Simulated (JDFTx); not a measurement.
A run of JDFTx 1.7.0 (patched build) is set up as follows.

InAs.in

```
include InAs.lattice
coords-type Lattice
include InAs.ionpos

ion-species pseudo/In.upf
ion-species pseudo/As.upf
elec-cutoff 40 320
elec-ex-corr lda-PW
kpoint-folding 8 8 8
elec-smearing Gauss 0.00036749322
elec-n-bands 21
electronic-SCF nIterations 100 energyDiffThreshold 1e-09
electronic-minimize nIterations 30 energyDiffThreshold 1e-7
converge-empty-states yes
forces-output-coords Cartesian

dump-name run.$VAR
dump End Ecomponents EigStats BandEigs Kpoints Forces Stress
```

File InAs.lattice:

```
lattice \
    0.0000000000     5.7031934441     5.7031934441 \
    5.7031934441     0.0000000000     5.7031934441 \
    5.7031934441     5.7031934441     0.0000000000
```

Contents of InAs.ionpos:

```
ion In     0.0000000000     0.0000000000     0.0000000000 1
ion As     0.7500000000     0.7500000000     0.7500000000 1
```

Potentials or basis: PseudoDojo-SR-LDA-0.4.1-standard with smoothed tails.

The run is started by

```sh
$ jdftx -c 1 -i InAs.in -o InAs.out
```

(1) Estimate the pressure.

(2) Estimate the band gap on the k mesh.

Answers

(1) -0.5 GPa.

(2) none (metal or under the smearing width).

Caveat: this crystal is a semiconductor, whose small gap the functional closes, so the metal is an error of the method.

**The experiment to reproduce.**

From a printed reference work, data compilation, for a bulk crystal of InAs at 4.2 K: band gap 0.418 eV (direct).

A measured gap of InAs is 0.418 eV (direct; 4.2 K; a printed reference work, data compilation); the calculated 0.00 eV misses it by -0.42 eV. Spin-orbit coupling on As, In is left out. The value is that of LDA on a finite k mesh, which can miss the band edges, without temperature or zero-point motion. Semilocal functionals fall short of measured gaps as a rule.
